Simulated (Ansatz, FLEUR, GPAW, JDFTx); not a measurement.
One calculation of Si, 5 ways

```xyz
1
Lattice="2.6045 0.0052 -0.0115 -1.2978 2.2583 -0.0087 -0.0108 -0.0157 2.4911" Properties=species:S:1:pos:R:3 pbc="T T T"
Si   -0.0147   -0.0287   -0.0388
```

This isn't the form of Si at room conditions, which is diamond.

The given cell was strained at random by a few per cent at fixed volume.

Alike in all runs: task single point; functional PBEsol; k mesh 12 × 12 × 11; occupations fermi-dirac, width 0.05 eV; no spin polarisation; no spin-orbit coupling. Pressure is positive in compression and, in plane waves, holds the error of the finite cutoff, which Ansatz's Pulay term estimates and takes out.

```tsv
program and potentials	plane-wave cutoff (eV)	notes	pressure (GPa)	energy over the undisturbed cell (meV/atom)
Ansatz, Ansatz PAW	420	potentials made for PBE, which Ansatz adapts in part	?	?
JDFTx, PseudoDojo-SR-PBEsol-0.4.1-standard with smoothed tails	490	-	0.31	-0.93
GPAW, PAW data sets generated for this functional	600	-	0.90	-0.78
FLEUR, all-electron, FLAPW	-	-	-	-0.79
Ansatz, all-electron LAPW, scalar-relativistic	-	-	0.42	-
```

Question: Estimate from the other rows what the run with Ansatz, Ansatz PAW gave.

Answer: Pressure 0.41 GPa; energy over the undisturbed cell -0.82 meV/atom. Its pressure holds a Pulay term of +0.03 GPa. The other rows, which needn't bracket it: pressure 0.31 to 0.90; energy over the undisturbed cell -0.93 to -0.78.
